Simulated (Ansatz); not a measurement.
Si2W:

```
W Si
1.0
    -1.60690    1.60690    3.91495
     1.60690   -1.60690    3.91495
     1.60690    1.60690   -3.91495
W Si
1 2
Direct
  0.00000 0.00000 0.00000
  0.66530 0.66530 0.00000
  0.33470 0.33470 0.00000
```

```yaml
Program: Ansatz 0.2.0
Task: relaxation of cell and atoms
Functional: PBE
Potentials_or_basis: Ansatz PAW
Cutoff: "420 eV (not typed: the program's choice for these potentials)"
k_mesh: 12 × 12 × 12
Occupations: fermi-dirac, width 0.05 eV
Spin: no spin polarisation
```

At the start: volume 13.48 Å³/atom.

How do energy, volume and symmetry change on relaxing?

It ends after 5 steps and the volume is 13.67 Å³/atom (+1.4 %); space group I4/mmm (No. 139, to 0.05 Å).

The path:
```tsv
step	energy change (eV)	largest force (eV/Å)	volume (Å³)
1	0.0000	0.0755	40.44
2	-0.0049	0.0270	41.23
3	-0.0058	0.0044	41.02
4	-0.0058	0.0007	41.01
5	-0.0060	0.0008	41.01
```

Final structure:
```cif
data_structure
_symmetry_space_group_name_H-M 'P 1'
_symmetry_Int_Tables_number 1
_cell_length_a 4.5488
_cell_length_b 4.5488
_cell_length_c 4.5488
_cell_angle_alpha 138.428
_cell_angle_beta 138.428
_cell_angle_gamma 60.249
_cell_volume 41.01
loop_
_atom_site_label
_atom_site_type_symbol
_atom_site_fract_x
_atom_site_fract_y
_atom_site_fract_z
_atom_site_occupancy
W1 W 0.00000 0.00000 0.00000 1
Si1 Si 0.66554 0.66554 0.00000 1
Si2 Si 0.33446 0.33446 0.00000 1
```

Caveat: the plane-wave basis is chosen anew once the cell has moved, so the energies of steps on either side of that aren't comparable.
